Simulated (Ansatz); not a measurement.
# Cl under changes of volume

One of the cells (29.048 Å³/atom); the others are scaled copies at fixed shape and fractional positions:

```
Cl
1.0
     3.14500   -2.25000    0.00000
     3.14500    2.25000    0.00000
     0.00000    0.00000    8.21000
Cl
4
Direct
  0.37000 0.63000 0.40000
  0.13000 0.87000 0.90000
  0.63000 0.37000 0.60000
  0.87000 0.13000 0.10000
```

- Program: Ansatz 0.2.0
- Functional: LDA
- Potentials or basis: all-electron LAPW, scalar-relativistic
- Cutoff: 283 eV (chosen from the basis error)
- Basis error allowed: 0.002 eV/atom
- k mesh: 7 × 7 × 4
- Occupations: fermi-dirac, width 0.05 eV
- Spin: no spin polarisation

```tsv
volume (Å³/atom)	energy over the lowest point (meV/atom)	pressure (GPa)	gap on the mesh (eV)	largest force (eV/Å)
27.305	0.00	-0.8	2.56	0.627
27.886	3.87	-1.4	2.49	0.354
28.467	9.84	-1.9	2.41	0.131
29.048	?	?	?	?
29.629	27.16	-2.8	2.27	0.401
30.210	38.09	-3.2	2.21	0.605
30.791	50.32	-3.5	2.14	0.797
```

What does the run at 29.048 Å³/atom give?

Energy over the lowest point 17.68 meV/atom; pressure -2.4 GPa; gap on the mesh 2.34 eV; largest force 0.193 eV/Å.

Worked out: A Birch-Murnaghan fit of order 3 (a polynomial in V^(-2/3)) to the other rows has its minimum at 26.68 Å³/atom, just outside them, with B0 = V·E''(V) = 34 GPa and B' = 4.6 at fixed shape and positions, which overstates the stiffness. It gives 17.68 meV/atom at 29.048 Å³/atom, against the run's 17.68, and -dE/dV = -2.4 GPa, against -2.4. A straight line through the other rows of the gap, of slope -3.5 eV per unit of ln V, gives 2.34 eV, against the run's 2.34.

Energies are extrapolated to zero smearing.

Caveats: an odd mesh through Γ misses points on the zone boundary, where band edges often lie.
